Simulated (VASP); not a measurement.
# SnO2 in VASP: further runs

One slab, SnO2, is run at these levels: LDA; tasks: single point, relaxation of the atoms.

Program: VASP 6.6.1. These are calculated values, not measurements. Logs are shortened: lines on timing, memory, paths and dates and some standing lists are left out, and cuts for length are marked.

## (1) Starting point

The cell holds a slab with vacuum, 24 atoms: a = 3.196 Å, b = 6.685 Å, c = 27.621 Å, α = 90.00°, β = 90.00°, γ = 90.00°.

## (2) Single point, LDA

File INCAR:

```
SYSTEM = SnO2
ALGO     = Normal         ! electronic algorithm
DIPOL    = 0.5 0.5 0.500
EDIFF    = 1E-6           ! SCF threshold, eV
ENCUT    = 520            ! plane-wave cutoff, eV
GGA      = CA             ! functional
ICORELEVEL= 1            
IDIPOL   = 3            
ISIF     = 2              ! what is computed and relaxed
ISMEAR   = 0              ! smearing method
KPAR     = 4            
LASPH    = .TRUE.         ! aspherical terms in the spheres
LCHARG   = .FALSE.        ! write CHGCAR
LDIPOL   = .TRUE.       
LREAL    = Auto         
LVACPOTAV= .TRUE.       
LVHAR    = .TRUE.       
LWAVE    = .FALSE.        ! write WAVECAR
NCORE    = 2            
NELM     = 80             ! most SCF steps
PREC     = Accurate       ! precision mode
SIGMA    = 0.03           ! smearing width, eV
```

File KPOINTS:

```
k-points
0
G
  8 4 1
  0 0 0
```

File POSCAR:

```
SnO2
1.0
    3.1959020000      0.0000000000      0.0000000000
    0.0000000000      6.6853594500      0.0000000000
    0.0000000000      0.0000000000     27.6214639200
O Sn
16 8
Direct
    0.0000000000      0.0000000000      0.2715279700
    0.5000000000      0.3060370000      0.3184737900
    0.5000000000      0.6939630000      0.3184737900
    0.0000000000      0.0000000000      0.3654196200
    0.0000000000      0.5000000000      0.3925454400
    0.5000000000      0.8060370000      0.4394912600
    0.5000000000      0.1939630000      0.4394912600
    0.0000000000      0.5000000000      0.4864370900
    0.0000000000      0.0000000000      0.5135629100
    0.5000000000      0.3060370000      0.5605087400
    0.5000000000      0.6939630000      0.5605087400
    0.0000000000      0.0000000000      0.6074545600
    0.0000000000      0.5000000000      0.6345803800
    0.5000000000      0.8060370000      0.6815262100
    0.5000000000      0.1939630000      0.6815262100
    0.0000000000      0.5000000000      0.7284720300
    0.0000000000      0.5000000000      0.3184737900
    0.5000000000      0.0000000000      0.3184737900
    0.0000000000      0.0000000000      0.4394912600
    0.5000000000      0.5000000000      0.4394912600
    0.0000000000      0.5000000000      0.5605087400
    0.5000000000      0.0000000000      0.5605087400
    0.0000000000      0.0000000000      0.6815262100
    0.5000000000      0.5000000000      0.6815262100
```

Potentials or basis: VASP PAW LDA potentials, release 64 (O, Sn_d).

Command:

```
cat potpaw_LDA.64/O/POTCAR potpaw_LDA.64/Sn_d/POTCAR > POTCAR
mpirun -np 8 vasp_std > vasp.out
```

OUTCAR:

```text
SYSTEM = SnO2
   EDIFF = 1E-6
   ENCUT = 520
   GGA = CA
   ISIF = 2
   ISMEAR = 0
   LASPH = .TRUE.
   LREAL = Auto
   NELM = 80
   PREC = Accurate

 ion  position               nearest neighbor table
   1  0.000  0.000  0.272-  18 2.06  18 2.06
   2  0.500  0.306  0.318-  18 2.05  17 2.06  17 2.06
   3  0.500  0.694  0.318-  18 2.05  17 2.06  17 2.06
   4  0.000  0.000  0.365-  19 2.05  18 2.06  18 2.06
   5  0.000  0.500  0.393-  17 2.05  20 2.06  20 2.06
   6  0.500  0.806  0.439-  20 2.05  19 2.06  19 2.06
   7  0.500  0.194  0.439-  20 2.05  19 2.06  19 2.06
   8  0.000  0.500  0.486-  21 2.05  20 2.06  20 2.06
   9  0.000  0.000  0.514-  19 2.05  22 2.06  22 2.06
  10  0.500  0.306  0.561-  22 2.05  21 2.06  21 2.06
  11  0.500  0.694  0.561-  22 2.05  21 2.06  21 2.06
  12  0.000  0.000  0.607-  23 2.05  22 2.06  22 2.06
  13  0.000  0.500  0.635-  21 2.05  24 2.06  24 2.06
  14  0.500  0.806  0.682-  24 2.05  23 2.06  23 2.06
  15  0.500  0.194  0.682-  24 2.05  23 2.06  23 2.06
  16  0.000  0.500  0.728-  24 2.06  24 2.06
  17  0.000  0.500  0.318-   5 2.05   3 2.06   2 2.06   2 2.06   3 2.06  20 3.70  20 3.70  18 3.70
                            18 3.70  18 3.70  18 3.70
  18  0.500  0.000  0.318-   2 2.05   3 2.05   1 2.06   1 2.06   4 2.06   4 2.06  19 3.70  19 3.70
                            17 3.70  17 3.70  17 3.70  17 3.70
  19  0.000  0.000  0.439-   4 2.05   9 2.05   7 2.06   6 2.06   6 2.06   7 2.06  18 3.70  18 3.70
                            20 3.70  20 3.70  20 3.70  20 3.70  22 3.70  22 3.70
  20  0.500  0.500  0.439-   6 2.05   7 2.05   5 2.06   5 2.06   8 2.06   8 2.06  17 3.70  17 3.70
                            19 3.70  19 3.70  19 3.70  19 3.70  21 3.70  21 3.70
  21  0.000  0.500  0.561-  13 2.05   8 2.05  11 2.06  10 2.06  10 2.06  11 2.06  24 3.70  24 3.70
                            22 3.70  22 3.70  22 3.70  22 3.70  20 3.70  20 3.70
  22  0.500  0.000  0.561-  10 2.05  11 2.05  12 2.06  12 2.06   9 2.06   9 2.06  23 3.70  23 3.70
                            21 3.70  21 3.70  21 3.70  21 3.70  19 3.70  19 3.70
  23  0.000  0.000  0.682-  12 2.05  14 2.06  15 2.06  14 2.06  15 2.06  22 3.70  22 3.70  24 3.70
                            24 3.70  24 3.70  24 3.70
  24  0.500  0.500  0.682-  14 2.05  15 2.05  16 2.06  16 2.06  13 2.06  13 2.06  21 3.70  21 3.70
                            23 3.70  23 3.70  23 3.70  23 3.70

  LATTYP: Found a simple orthorhombic cell.
 ALAT       =     3.1959020000
 B/A-ratio  =     2.0918537083
 C/A-ratio  =     8.6427756295

  Lattice vectors:

 A1 = (   3.1959020000,   0.0000000000,   0.0000000000)
 A2 = (   0.0000000000,   6.6853594500,   0.0000000000)
 A3 = (   0.0000000000,   0.0000000000,  27.6214639200)

Analysis of symmetry for initial positions (statically):
=====================================================================
 Subroutine PRICEL returns:
 Original cell was already a primitive cell.

 Routine SETGRP: Setting up the symmetry group for a
 simple orthorhombic supercell.

 Subroutine GETGRP returns: Found  8 space group operations
 (whereof  4 operations were pure point group operations)
 out of a pool of  8 trial point group operations.

The static configuration has the point symmetry C_2v.
 The point group associated with its full space group is D_2h.

Analysis of symmetry for dynamics (positions and initial velocities):
=====================================================================
 Subroutine PRICEL returns:
 Original cell was already a primitive cell.

 Routine SETGRP: Setting up the symmetry group for a
 simple orthorhombic supercell.

 Subroutine GETGRP returns: Found  8 space group operations
 (whereof  4 operations were pure point group operations)
 out of a pool of  8 trial point group operations.

The dynamic configuration has the point symmetry C_2v.
 The point group associated with its full space group is D_2h.

 Subroutine INISYM returns: Found  8 space group operations
 (whereof  4 operations are pure point group operations),
 and found     1 'primitive' translations

----------------------------------------------------------------------------------------

                                     Primitive cell

  volume of cell :     590.1534

  direct lattice vectors                    reciprocal lattice vectors
     3.195902000  0.000000000  0.000000000     0.312900708  0.000000000  0.000000000
     0.000000000  6.685359450  0.000000000     0.000000000  0.149580588  0.000000000
     0.000000000  0.000000000 27.621463920     0.000000000  0.000000000  0.036203729

[... 106 lines left out ...]
   NGXF,Y,Z  is equivalent  to a cutoff of  24.97, 24.87, 25.28 a.u.
 SYSTEM =  SnO2
   PREC   = accura    normal or accurate (medium, high low for compatibility)
   ISTART =      0    job   : 0-new  1-cont  2-samecut
   ICHARG =      2    charge: 1-file 2-atom 10-const
   ISPIN  =      1    spin polarized calculation?
   LNONCOLLINEAR =      F non collinear calculations
   LSORBIT =      F    spin-orbit coupling
   LASPH  =      T    aspherical Exc in radial PAW
   ENCUT  =  520.0 eV  38.22 Ry    6.18 a.u.   5.94 12.43 51.36*2*pi/ulx,y,z
   NELM   =     80;   NELMIN=  2; NELMDL= -5     # of ELM steps
   EDIFF  = 0.1E-05   stopping-criterion for ELM
   LREAL  =      T    real-space projection
   EDIFFG = 0.1E-04   stopping-criterion for IOM
   NSW    =      0    number of steps for IOM
   IBRION =     -1    ionic relax: 0-MD 1-quasi-New 2-CG
   NFREE  =      0    steps in history (QN), initial steepest desc. (CG)
   ISIF   =      2    stress and relaxation
   ISYM   =      2    0-nonsym 1-usesym 2-fastsym
   POTIM  = 0.5000    time-step for ionic-motion
   TEBEG  =    0.0;   TEEND  =   0.0 temperature during run
   PSTRESS=    0.0 pullay stress
   NELECT =     208.0000    total number of electrons
   NUPDOWN=      -1.0000    fix difference up-down
   EMIN   =  10.00;   EMAX   =-10.00  energy-range for DOS
   EFERMI =   0.00;   METHOD = LEGACY
   ISMEAR =     0;   SIGMA  =   0.03  broadening in eV -4-tet -1-fermi 0-gaus
   EFERMI_NEDOS =   21; number of points for ismear=-14 and -15
   IALGO  =     38    algorithm
   IMIX   =      4    mixing-type and parameters
     AMIX     =   0.40;   BMIX     =  1.00
     AMIX_MAG =   1.60;   BMIX_MAG =  1.00
  volume/ion in A,a.u.               =      24.59       165.94
  Fermi-wavevector in a.u.,A,eV,Ry     =   1.156399  2.185277 18.194503  1.337258
  Thomas-Fermi vector in A             =   2.293019
   LORBIT       =      0    0 simple, 1 ext, 2 COOP (PROOUT), +10 PAW based schemes
   GGA     = CA    functional components
   LHFCALC =     F    Hartree Fock is set to
   AEXX    =    0.0000 exact exchange contribution
   IVDW    =     0    specifies the selected vdW correction
   LEPSILON=     F    determine dielectric tensor
   LRPA    =     F    only Hartree local field effects (RPA)
 non-spin polarized calculation
 Gauss-broadening in eV      SIGMA  =   0.03
  energy-cutoff  :      520.00
  volume of cell :      590.15
 maximum number of plane-waves:     15972
 NGX is ok and might be reduce to    24
   NGX = 11   NGY = 25   NGZ =103

 dipolmoment           0.000000      0.000000      0.000000 electrons x Angstroem

 number of electron     208.0000019 magnetization

 dipolmoment           0.000000      0.000000     -0.000000 electrons x Angstroem

 Free energy of the ion-electron system (eV)
  ---------------------------------------------------
  ext. energy  EPLUGINS =         0.00000000
  ---------------------------------------------------
  free energy    TOTEN  =      -164.44135614 eV

  energy without entropy =     -164.44135614  energy(sigma->0) =     -164.44135614

 the core state eigenenergies are
   1-  1s   -499.5239
   2-  1s   -501.9184
   3-  1s   -501.9184
   4-  1s   -500.8774
   5-  1s   -501.2789
   6-  1s   -501.0588
[... 8 lines left out ...]
  15-  1s   -501.9184
  16-  1s   -499.5239
  17-  1s -28836.1981  2s  -4355.0726  2p  -3915.4621  3s   -836.7675  3p   -692.5182
       3d   -468.9543  4s   -129.0381  4p    -85.2547
  18-  1s -28834.2708  2s  -4353.1595  2p  -3913.5448  3s   -834.9164  3p   -690.6663
       3d   -467.0952  4s   -127.2935  4p    -83.5252
  19-  1s -28834.8917  2s  -4353.7684  2p  -3914.1545  3s   -835.5256  3p   -691.2755
       3d   -467.7038  4s   -127.9012  4p    -84.1324
  20-  1s -28835.0462  2s  -4353.9200  2p  -3914.3064  3s   -835.6754  3p   -691.4254
       3d   -467.8537  4s   -128.0474  4p    -84.2781
  21-  1s -28834.8917  2s  -4353.7684  2p  -3914.1545  3s   -835.5256  3p   -691.2755
       3d   -467.7038  4s   -127.9012  4p    -84.1324
  22-  1s -28835.0462  2s  -4353.9200  2p  -3914.3064  3s   -835.6754  3p   -691.4254
       3d   -467.8537  4s   -128.0474  4p    -84.2781
  23-  1s -28836.1981  2s  -4355.0726  2p  -3915.4621  3s   -836.7675  3p   -692.5182
       3d   -468.9543  4s   -129.0381  4p    -85.2547
  24-  1s -28834.2708  2s  -4353.1595  2p  -3913.5448  3s   -834.9164  3p   -690.6663
       3d   -467.0952  4s   -127.2935  4p    -83.5252

 E-fermi :  -0.3328     XC(G=0):  -6.2175

 val. band max:       -0.4903162729   @ k =   0.3750   0.0000   0.0000
 cond. band min:      -0.1225237069   @ k =   0.0000   0.0000   0.0000
 fundamental gap:      0.3677925660
 Fermi energy:        -0.3328474263

 k-point     1 :       0.0000    0.0000    0.0000
  band No.  band energies     occupation
      1     -22.7277      2.00000
      2     -22.7275      2.00000
      3     -22.0882      2.00000
      4     -22.0147      2.00000
      5     -21.9890      2.00000
      6     -21.9890      2.00000
[... 1774 lines left out ...]
    115       5.9925      0.00000
    116       5.9925      0.00000
 [bands above 116 left out]

------------------------ aborting loop because EDIFF is reached ----------------------------------------

  FORCE on cell =-STRESS in cart. coord.  units (eV):
  Direction    XX          YY          ZZ          XY          YZ          ZX
  --------------------------------------------------------------------------------------
  -------------------------------------------------------------------------------------
  Total       -6.6064392      5.5191434     -1.0171883      0.0000000      0.0000000      0.0000000
  in kB      -17.9354847     14.9836407     -2.7615126      0.0000000      0.0000000      0.0000000
  external PRESSURE =      -1.9044522 kB  Pullay stress =       0.0000000 kB

 VOLUME and BASIS-vectors are now :
 -----------------------------------------------------------------------------
  energy-cutoff  :      520.00
  volume of cell :      590.15
      direct lattice vectors                 reciprocal lattice vectors
     3.195902000  0.000000000  0.000000000     0.312900708  0.000000000  0.000000000
     0.000000000  6.685359450  0.000000000     0.000000000  0.149580588  0.000000000
     0.000000000  0.000000000 27.621463920     0.000000000  0.000000000  0.036203729

 POSITION                                       TOTAL-FORCE (eV/Angst)
 -----------------------------------------------------------------------------------
      0.00000      0.00000      7.50000         0.000000     -0.000000      1.147697
      1.59795      2.04597      8.79671         0.000000      1.500368     -0.631327
      1.59795      4.63939      8.79671        -0.000000     -1.500368     -0.631327
      0.00000      0.00000     10.09342         0.000000     -0.000000      1.082168
      0.00000      3.34268     10.84268         0.000000     -0.000000     -0.442897
      1.59795      5.38865     12.13939         0.000000     -0.170894      0.019611
[... 16 lines left out ...]
      0.00000      0.00000     18.82475         0.000000     -0.000000     -1.850776
      1.59795      3.34268     18.82475         0.000000     -0.000000      2.567221
 -----------------------------------------------------------------------------------
    total drift:                                0.000000      0.000000     -0.000000

  FREE ENERGIE OF THE ION-ELECTRON SYSTEM (eV)
  ---------------------------------------------------
  free  energy   TOTEN  =      -164.4413561448 eV

  energy  without entropy=     -164.4413561448  energy(sigma->0) =     -164.44135614

 vacuum level on the upper side and lower side of the slab         6.725         6.725
```

Run time: 4.1 min. Hardware: 8 MPI ranks of Intel Xeon Platinum 8488C (Sapphire Rapids), shared host; peak memory 0.53 GiB.

Results:

| Item | Value |
| --- | --- |
| Free energy | -164.4414 eV |
| Largest force | 2.567 eV/Å |
| Band gap on the k mesh | 0.37 eV, indirect (least direct gap 0.44 eV) |
| Ionisation potential of the upper face | 7.22 eV |

Forces on the atoms (eV/Å):
```
O    0.000  0.000  1.148
O    0.000  1.500 -0.631
O    0.000 -1.500 -0.631
O    0.000  0.000  1.082
O    0.000  0.000 -0.443
O    0.000 -0.171  0.020
O    0.000  0.171  0.020
O    0.000  0.000 -0.068
O    0.000  0.000  0.068
O    0.000 -0.171 -0.020
O    0.000  0.171 -0.020
O    0.000  0.000  0.443
O    0.000  0.000 -1.082
O    0.000  1.500  0.631
O    0.000 -1.500  0.631
O    0.000  0.000 -1.148
Sn   0.000  0.000  1.851
Sn   0.000  0.000 -2.567
Sn   0.000  0.000 -0.165
Sn   0.000  0.000  0.313
Sn   0.000  0.000  0.165
Sn   0.000  0.000 -0.313
Sn   0.000  0.000 -1.851
Sn   0.000  0.000  2.567
```

Levels at points of the mesh, in eV from the valence-band top:
| k point | band 100 | band 101 | band 102 | band 103 | band 104 | band 105 | band 106 | band 107 | band 108 | band 109 |
| --- | --- | --- | --- | --- | --- | --- | --- | --- | --- | --- |
| (0.00, 0.00, 0.00) | -0.79 | -0.42 | -0.41 | -0.09 | -0.07 | 0.37 | 0.56 | 1.75 | 3.11 | 4.13 |
| (0.50, 0.00, 0.00) | -1.57 | -0.27 | -0.22 | -0.01 | -0.01 | 2.04 | 2.04 | 4.24 | 4.49 | 4.84 |
| (0.00, 0.50, 0.00) | -0.58 | -0.40 | -0.40 | -0.31 | -0.31 | 1.09 | 1.09 | 2.98 | 2.98 | 3.75 |
| (0.50, 0.50, 0.00) | -1.43 | -0.19 | -0.19 | -0.06 | -0.06 | 2.13 | 2.13 | 5.21 | 5.21 | 5.40 |

Core levels (eV, on the scale of the bands):
```tsv
atom	levels
1 O	1s -499.5
2 O	1s -501.9
3 O	1s -501.9
4 O	1s -500.9
5 O	1s -501.3
6 O	1s -501.1
```

Caveat: spin-orbit coupling is left out, which moves the levels of the heavy elements. LDA gaps usually lie below the measured ones, often by a third to a half.

## (3) Relaxation of the atoms, LDA

File INCAR:

```
PREC = Accurate
ENCUT = 520
EDIFF = 1E-6
ISMEAR = 0
SIGMA = 0.03
LREAL = Auto
LASPH = True
NELM = 80
ALGO = Normal
ISIF = 2
LWAVE = False
LCHARG = False
LDIPOL = True
IDIPOL = 3
DIPOL = 0.5 0.5 0.500
GGA = CA
IBRION = 2
NSW = 80
EDIFFG = -0.02
KPAR = 4
NCORE = 2
```

File KPOINTS:

```
Automatic mesh
0
Gamma
  8 4 1
```

POSCAR is that of step 2.

Potentials or basis: VASP PAW LDA potentials, release 64 (O, Sn_d).

Command:

```
cat potpaw_LDA.64/O/POTCAR potpaw_LDA.64/Sn_d/POTCAR > POTCAR
mpirun -np 8 vasp_std > vasp.out
```

It took 49 min on 8 MPI ranks of Intel Xeon Platinum 8488C (Sapphire Rapids), shared host; peak memory 0.56 GiB.

The run converged. Its results:

```yaml
Free_energy: -165.4866 eV
Energy_gained_by_relaxing: 43.5 meV/atom
Ionic_steps: 25
Largest_force_after_relaxing: 0.017 eV/Å
Band_gap_on_the_k_mesh: 0.94 eV, indirect (least direct gap 1.00 eV)
```

Forces on the atoms (eV/Å):
```
O    0.000  0.000 -0.005
O    0.000 -0.007 -0.001
O    0.000  0.007 -0.001
O    0.000  0.000  0.010
O    0.000  0.000  0.017
O    0.000 -0.007 -0.001
O    0.000  0.007 -0.001
O    0.000  0.000  0.000
O    0.000  0.000  0.000
O    0.000 -0.007  0.001
O    0.000  0.007  0.001
O    0.000  0.000 -0.017
O    0.000  0.000 -0.010
O    0.000 -0.007  0.001
O    0.000  0.007  0.001
O    0.000  0.000  0.005
Sn   0.000  0.000  0.010
Sn   0.000  0.000 -0.005
Sn   0.000  0.000 -0.010
Sn   0.000  0.000 -0.008
Sn   0.000  0.000  0.010
Sn   0.000  0.000  0.008
Sn   0.000  0.000 -0.010
Sn   0.000  0.000  0.005
```

The path:
```tsv
step	energy change (eV)	largest force (eV/Å)	pressure (GPa)
1	0.0000	2.5672	-0.19
2	-0.5390	1.3477	0.88
3	-0.6439	0.7239	0.42
4	-0.7962	0.5700	0.60
5	-0.8233	0.5127	0.73
6	-0.9077	0.6620	0.55
7	-0.9080	0.7349	0.54
8	-0.9589	0.3617	0.34
9	-0.9595	0.3181	0.36
10	-0.9825	0.2169	0.24
11	-0.9879	0.2235	0.15
12	-1.0055	0.2544	0.00
13	-1.0130	0.3463	-0.13
14	-1.0273	0.1701	-0.27
15	-1.0331	0.1698	-0.40
16	-1.0389	0.0993	-0.52
17	-1.0393	0.1404	-0.56
18	-1.0419	0.1173	-0.62
19	-1.0419	0.1130	-0.62
20	-1.0434	0.0708	-0.63
21	-1.0445	0.0679	-0.65
22	-1.0451	0.0474	-0.64
23	-1.0451	0.0301	-0.64
24	-1.0452	0.0264	-0.64
25	-1.0452	0.0169	-0.64
```

Final structure:
```
CELL_PARAMETERS angstrom
3.19590 0.00000 0.00000
0.00000 6.68536 0.00000
0.00000 0.00000 27.62146
ATOMIC_POSITIONS crystal
O 0.00000 0.00000 0.26743
O 0.50000 0.31420 0.31351
O 0.50000 0.68580 0.31351
O 0.00000 0.00000 0.36172
O 0.00000 0.50000 0.39583
O 0.50000 0.80447 0.43874
O 0.50000 0.19553 0.43874
O 0.00000 0.50000 0.49000
O 0.00000 0.00000 0.51000
O 0.50000 0.30447 0.56126
O 0.50000 0.69553 0.56126
O 0.00000 0.00000 0.60417
O 0.00000 0.50000 0.63828
O 0.50000 0.81420 0.68649
O 0.50000 0.18580 0.68649
O 0.00000 0.50000 0.73257
Sn 0.00000 0.50000 0.32401
Sn 0.50000 0.00000 0.30955
Sn 0.00000 0.00000 0.43476
Sn 0.50000 0.50000 0.44422
Sn 0.00000 0.50000 0.56524
Sn 0.50000 0.00000 0.55578
Sn 0.00000 0.00000 0.67599
Sn 0.50000 0.50000 0.69045
```

Levels at points of the mesh, in eV from the valence-band top:
| k point | band 101 | band 102 | band 103 | band 104 | band 105 | band 106 | band 107 | band 108 |
| --- | --- | --- | --- | --- | --- | --- | --- | --- |
| (0.00, 0.00, 0.00) | -0.56 | -0.56 | -0.09 | -0.06 | 0.94 | 1.36 | 2.32 | 3.48 |
| (0.50, 0.00, 0.00) | -0.34 | -0.28 | -0.04 | -0.04 | 3.84 | 3.88 | 4.40 | 4.79 |
| (0.00, 0.50, 0.00) | -0.45 | -0.45 | -0.27 | -0.27 | 1.99 | 1.99 | 3.21 | 3.21 |
| (0.50, 0.50, 0.00) | -0.26 | -0.26 | -0.10 | -0.10 | 3.98 | 3.98 | 5.39 | 5.39 |

Caveat: spin-orbit coupling is left out, which moves the levels of the heavy elements.

(Part 1 of 2 ends here.)
